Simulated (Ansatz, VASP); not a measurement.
One calculation of CdH, two programs

```
CELL_PARAMETERS angstrom
0.00000 2.24995 2.24995
2.24995 0.00000 2.24995
2.24995 2.24995 0.00000
ATOMIC_POSITIONS crystal
Cd 0.00000 0.00000 0.00000
H 0.50000 0.50000 0.50000
```

Alike in both runs: task relaxation of cell and atoms; functional PBE; k mesh 8 × 8 × 8; occupations gaussian, width 0.1 eV; no spin polarisation.

|  | VASP | Ansatz |
| --- | --- | --- |
| version | VASP 6.6.1 | Ansatz 0.2.0 |
| potentials or method | VASP PAW PBE potentials, release 64 (Cd, H) | scalar-relativistic, plane waves, PAW |
| plane-wave cutoff (eV) | 600 | 420 |
| valence electrons in the cell | 13 | 21 |

VASP gave:

| Item | Value |
| --- | --- |
| gap on the k mesh at the Fermi level, each at its own relaxed structure (eV) | none |
| relaxed volume (Å³/atom) | 14.24 |
| relaxed cell length with the largest relative difference (Å) | 3.428 |
| energy change over the relaxation (meV/atom) | -109 |

**Question.** Estimate Ansatz's values.

**Answer.** gap on the k mesh at the Fermi level, each at its own relaxed structure (eV): none; relaxed volume (Å³/atom): 14.16; relaxed cell length with the largest relative difference (Å): 3.422; energy change over the relaxation (meV/atom): -105.

A gap of «none» marks a metal or a gap that the smearing closes. The two sets of potentials don't hold the same shells in valence.

Caveats: the volume moved by over 15 % at a fixed basis, so the end points are rough (VASP).
